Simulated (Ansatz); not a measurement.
# ZnS (F-43m) in Ansatz: further runs

Runs on ZnS. Level: PBE. Tasks: single point.

Everything below comes from runs of Ansatz 0.2.0. Logs are shortened: lines on timing, memory, paths and dates and some standing lists are left out, and cuts for length are marked.

**Measured values to compare with.**

From “Electronic, vibrational, and thermodynamic properties of ZnS (zincblende and rocksalt structure)”, 2009, arxiv:0911.5022, for a bulk crystal of ZnS at 19 K: band gap 3.85 eV (direct).

How close the calculation comes is told below.

## (1) The crystal as given

It takes space group F-43m (No. 216, cubic). The conventional cell has a = 5.404 Å, b = 5.404 Å, c = 5.404 Å, α = 90.00°, β = 90.00°, γ = 90.00°. Around Zn (site symmetry -43m) lie 4 S at 2.34 Å. S (site symmetry -43m) is surrounded by 4 Zn at 2.34 Å.

## (2) Single point, PBE

input.yaml reads:

```yaml
crystal:
  lattice:
    - [0.0, 2.702, 2.702]
    - [2.702, 0.0, 2.702]
    - [2.702, 2.702, 0.0]
  atoms:
    - { symbol: Zn, position: [0.75, 0.75, 0.75] }
    - { symbol: S, position: [0.0, 0.0, 0.0] }
kpoints:
  mp_grid: { grid: [9, 9, 9] }
scf:
  occupations: { method: gaussian, width: 0.015 }
hamiltonian:
  xc: pbe
  pseudopotentials: { kind: all_electron, lapw: { basis_error: 0.001 } }
output:
  forces: true
  stress: true
  eigenvalues: true
```

Potentials or basis: all-electron LAPW, scalar-relativistic.

On the command line:

```
$ ansatz run input.yaml --threads 1 --pin off --max-ram 3072MiB --backend cpu --events-out ev --progress --plain --runs-dir out
```

The program printed:

```text
Warning: RAYON_NUM_THREADS=1 ignored (pool sized by the plan → 1); use --threads N
LAPW: plane waves up to 8.579 Å⁻¹, error target 1.0e-3 eV per atom; small_component_spin mean_spin; S in spheres of 1.038 Å, 14 of its electrons in bands, Dirac shells []; Zn in spheres of 1.302 Å, 20 of its electrons in bands, Dirac shells [] (how accurate: hamiltonian.pseudopotentials.lapw.basis_error, Limitations)
Engine: ansatz 0.2.0, x86_64-unknown-linux-gnu
Pseudopotentials: kind: all_electron
Pseudopotential: Zn, LAPW, valence charge 20, lapw/all_electron/scalar/gaussian/Zn, Koelling and Harmon's equation, gaussian nucleus
Pseudopotential: S, LAPW, valence charge 14, lapw/all_electron/scalar/gaussian/S, Koelling and Harmon's equation, gaussian nucleus
Functional definition: PBE
  parameter kappa = 0.804
  parameter beta = 0.06672455060314922
  exchange = pbe_x(kappa = kappa, mu = beta*pi^2/3)
  correlation = pbe_c(beta = beta)
Crystal: 2 atoms, lattice volume = 39.454 Å³
Basis set: ecut = 280.4421546980472 eV, 411 PW (Γ), exchange–correlation at level 2
Bands: 21, of which v1, the nominal top of the filled ones, is band 17 counted from 1 (16 counted from 0)
Symmetry: 24 space group operations
Space group: F-43m (ITA 216), of the structure as read, at distance tolerance 3.4e-5 Å
k-points: 35 of 729 (time reversal used)
Non-local potential: Zn, projectors of the file, none
Non-local potential: S, projectors of the file, none
Initial density: superposition of atomic densities (chi_scale 0.1, normalization cell, long waves kept (reshape's long-wave potential 0.00 eV rms))
Initial wavefunctions: plane waves of lowest kinetic energy (no species holds an atomic orbital)
Functional: x = pbe(κ = 0.804, μ = 0.2195149727645171), c = pbe(β = 0.06672455060314922)
iter 1 solved again at ethr=3.08e-3 eV; its pass at ethr=1.00e-1 eV (dr2=1.05e0 eV) is discarded
SCF iter   1: F=—  HF=-59737.761444 eV  |F-HF|=—  |Δ(HF+E_count)|=         —  Δρ=4.03e-2  dr2=1.05e0  ethr=3.08e-3  ⟨swp⟩=2.0  Hψ=5005  notcnv=0
preconditioner: auto → none  [insulator: Δε(μ)=2.380 eV  Ē_g=11.613 eV  σ=0.015 eV  W_gap=1.00  n_scr=14 (ndim 8)  ℏωp=25.1 eV  f_vac=0.113  D(μ)=0.00/eV (n_scr^D=0)  ε∞_Penn≈5.7]
iter 2 solved again at ethr=1.48e-4 eV; its pass at ethr=3.08e-3 eV (dr2=5.02e-2 eV) is discarded
SCF iter   2: F=—  HF=-59737.430585 eV  |F-HF|=—  |Δ(HF+E_count)|=   3.31e-1  Δρ=1.32e-2  dr2=5.02e-2  ethr=1.48e-4  ⟨swp⟩=2.0  Hψ=3954  notcnv=0
SCF iter   3: F=—  HF=-59737.339439 eV  |F-HF|=—  |Δ(HF+E_count)|=   9.11e-2  Δρ=7.58e-3  dr2=1.55e-2  ethr=1.48e-4  ⟨swp⟩=3.0  Hψ=2397  notcnv=0
SCF iter   4: F=—  HF=-59737.331890 eV  |F-HF|=—  |Δ(HF+E_count)|=         —  Δρ=3.73e-3  dr2=3.78e-3  ethr=4.57e-5  ⟨swp⟩=2.0  Hψ=2160  notcnv=0
the basis was enlarged: its passes take 145.8 KiB over the memory plan, 1 of 1 planned eigensolver slots
SCF iter   5: F=—  HF=-59737.332204 eV  |F-HF|=—  |Δ(HF+E_count)|=   3.14e-4  Δρ=6.76e-4  dr2=1.20e-4  ethr=1.11e-5  ⟨swp⟩=2.0  Hψ=2159  notcnv=0
SCF iter   6: F=—  HF=-59737.332267 eV  |F-HF|=—  |Δ(HF+E_count)|=   6.26e-5  Δρ=7.65e-5  dr2=1.59e-6  ethr=3.52e-7  ⟨swp⟩=2.7  Hψ=2051  notcnv=0
SCF iter   7: F=-59737.332270 eV  HF=-59737.332270 eV  |F-HF|=6.80e-9  |Δ(HF+E_count)|=   3.07e-6  Δρ=4.51e-6  dr2=7.74e-9  ethr=4.67e-9  ⟨swp⟩=3.0  Hψ=2196  notcnv=0
SCF 1 converged in 7 iterations: F = -59737.332270 eV  dr2 = 7.74e-9
SCF converged after 7 iterations
Free energy (F): -59737.332270 eV
Harris-Foulkes:  -59737.332270 eV  (|F-HF|=6.80e-9)
Internal energy: -59737.332270 eV  (E = F + TS)
E sigma→0 (E₀):  -59737.332270 eV
Fermi energy:    8.366684 eV
--- Per-component energies (eV) ---
  E_band       = -1880.246063
  E_kinetic    = 60684.782288
  E_xc         = -2648.997923
  E_electrostatic = -117773.116634  (all electrons and nuclei)
  E_smearing   = -0.000000  (= −TS)
  E_closure    = 0.000000  (closes the sum)
  E_atoms      = -59730.497347  (free atoms, spherical and without spin; not in F)
  Σ components = -59737.332270   (vs F -59737.332270, Δ=0.00e0)
  Basis errors (estimates in eV, not in F): energy 4.6e-4 per atom: plane waves 4.1e-4 (2.4e-4 summed), levels above the bands 0.0e0, relativity 2.4e-8, radial functions 4.6e-5, core shells 1.5e-10; eigenvalues (radial functions only) 1.2e-6; not estimated: angular momenta, meshes, grids; target (lapw.basis_error) 1.0e-3; muffin-tin radii S 1.038 Å, Zn 1.302 Å
--- Forces (eV/Å), atoms counted from 1 ---
  atom   1  Zn    -0.00000000     0.00000000     0.00000000
  atom   2  S      0.00000000    -0.00000000    -0.00000000
  max |Σ_I F_I| component: 1.39e-17 eV/Å
--- Stress (GPa, compression-positive) ---
        1.611397      -0.000000      -0.000000
       -0.000000       1.611397       0.000000
       -0.000000       0.000000       1.611397
  P = ⅓ Tr σ = 1.6114 GPa (16.114 kbar)
--- Band table (eV; the first three rows and the last of 35) ---
  k-point 0: bands = ["-197.3488", "-142.1211", "-142.1211", "-142.1211", "-117.5446", "-71.7138", "-71.7138", "-71.7138", "-5.8293", "0.9762", "0.9762", "0.9762", "1.4754", "1.4754", "7.3103", "7.3103", "7.3103", "9.4229", "13.6831", "13.6831", "13.6831"]
  k-point 1: bands = ["-197.3488", "-142.1211", "-142.1211", "-142.1211", "-117.5446", "-71.7138", "-71.7138", "-71.7138", "-5.7364", "0.9765", "0.9931", "0.9931", "1.4739", "1.4739", "6.3799", "7.1920", "7.1920", "10.1281", "13.5907", "13.8883", "13.8883"]
  k-point 2: bands = ["-197.3488", "-142.1211", "-142.1211", "-142.1211", "-117.5446", "-71.7138", "-71.7138", "-71.7138", "-5.4857", "1.0050", "1.0327", "1.0327", "1.4751", "1.4751", "4.8589", "6.9175", "6.9175", "10.7467", "13.9866", "14.2498", "14.2498"]
  k-point 34: bands = ["-197.3488", "-142.1211", "-142.1211", "-142.1211", "-117.5446", "-71.7139", "-71.7139", "-71.7138", "-4.6086", "1.1059", "1.2383", "1.4002", "1.4625", "1.8253", "2.7612", "4.4195", "4.9424", "12.8815", "13.2159", "14.7942", "16.3074"]
```

Wall time 10 s (1 thread of Intel Xeon Platinum 8375C at 2.90GHz (Ice Lake), shared host); peak memory 0.31 GiB.

Results:

* Free energy: -59737.3323 eV
* Pressure: 1.6 GPa
* Band gap on the k mesh: 2.11 eV, direct

Levels at points of the mesh, in eV from the valence-band top:
```
           k point  band 15  band 16  band 17  band 18  band 19  band 20
(0.00, 0.00, 0.00)     0.00     0.00     0.00     2.11     6.37     6.37
```

## (3) Single point, PBE

Changes to input.yaml since step 2:

```diff
@@ -11,3 +11,3 @@
 scf:
-  occupations: { method: gaussian, width: 0.015 }
+  occupations: { method: gaussian, width: 0.026 }
 hamiltonian:
```

Potentials or basis: all-electron LAPW, scalar-relativistic.

On the command line:

```
$ ansatz run input.yaml --threads 1 --pin off --max-ram 3072MiB --backend cpu --events-out ev --progress --plain --runs-dir out
```

It took 11 s on 1 thread of Intel Xeon Platinum 8375C at 2.90GHz (Ice Lake), shared host; peak memory 0.31 GiB.

Results (log left out):

```
Free energy            : -59737.3323 eV
Pressure               : 1.6 GPa
Band gap on the k mesh : 2.11 eV, direct
```

Levels at points of the mesh, in eV from the valence-band top:
| k point | band 15 | band 16 | band 17 | band 18 | band 19 | band 20 |
| --- | --- | --- | --- | --- | --- | --- |
| (0.00, 0.00, 0.00) | 0.00 | 0.00 | 0.00 | 2.11 | 6.37 | 6.37 |

## (4) Against experiment

Step 2. A measured gap of ZnS is 3.85 eV (direct; 19 K; quoted in “Electronic, vibrational, and thermodynamic properties of ZnS (zincblende and rocksalt structure)”, 2009, arxiv:0911.5022); the calculated 2.11 eV misses it by -1.74 eV. The value is that of PBE, without temperature or zero-point motion. Semilocal functionals fall short of measured gaps as a rule.

Step 3. Measured gap of ZnS: 3.85 eV (direct; 19 K; quoted in “Electronic, vibrational, and thermodynamic properties of ZnS (zincblende and rocksalt structure)”, 2009, arxiv:0911.5022). This calculation gives 2.11 eV (-1.74 eV). The value is that of PBE, without temperature or zero-point motion. Semilocal functionals fall short of measured gaps as a rule.
